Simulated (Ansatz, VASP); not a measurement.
Given: the input of a run of Ansatz 0.2.0 on Ge.

File input.yaml:

```yaml
crystal:
  lattice:
    - [1.406401912, -2.6177384622, 0.0]
    - [1.406401912, 2.6177384622, 0.0]
    - [0.0, 0.0, 2.7161006002]
  atoms:
    - { symbol: Ge, position: [0.5, 0.5, 0.0] }
kpoints:
  mp_grid: { grid: [11, 11, 10] }
scf:
  occupations: { method: fermi_dirac, width: 0.05 }
hamiltonian:
  xc: pbesol
  pseudopotentials: { kind: all_electron, lapw: { basis_error: 0.001 } }
output:
  forces: true
  stress: true
  eigenvalues: true
```

Potentials or basis: all-electron LAPW, scalar-relativistic.

Command:

```sh
$ ansatz run input.yaml --threads 1 --pin off --max-ram 3072MiB --backend cpu --events-out ev --progress --plain --runs-dir out
```

Problem. Set up the same calculation for VASP 6.6.1. Potentials there: VASP PAW PBE potentials, release 64 (Ge_d).

Solution. As run (the cutoff follows the program's own potentials):

File INCAR:

```
PREC = Accurate
ENCUT = 520
EDIFF = 1E-6
ISMEAR = -1
SIGMA = 0.05
LREAL = False
LASPH = True
NELM = 60
ALGO = Normal
ISIF = 2
LWAVE = False
LCHARG = True
GGA = PS
LELF = True
LVHAR = True
NBANDS = 13
```

File KPOINTS:

```
regular mesh
0
Gamma
  11 11 10
```

Contents of POSCAR:

```
Ge
1.0
    1.4064019120     -2.6177384622      0.0000000000
    1.4064019120      2.6177384622      0.0000000000
    0.0000000000      0.0000000000      2.7161006002
Ge
1
Direct
    0.5000000000      0.5000000000      0.0000000000
```

Potentials or basis: VASP PAW PBE potentials, release 64 (Ge_d).

Launch:

```sh
$ cat potpaw_PBE.64/Ge_d/POTCAR > POTCAR
$ mpirun -np 1 vasp_std > vasp.out
```

Both were run:

|  | VASP | Ansatz | Ansatz less VASP |
| --- | --- | --- | --- |
| gap on the k mesh at the Fermi level (eV) | none | none | - |
| pressure (GPa) | -5.3 | -5.1 | +0.16 |
| largest component of the traceless stress (GPa) | 1.65 | 1.66 | +0.014 |

A gap of «none» marks a metal or a gap that the smearing closes. Ansatz ran all-electron here, so the differences hold the error of VASP's frozen core and of both bases.

Caveats: the PAW data sets were made with another functional, which shifts forces and pressure a little (VASP).
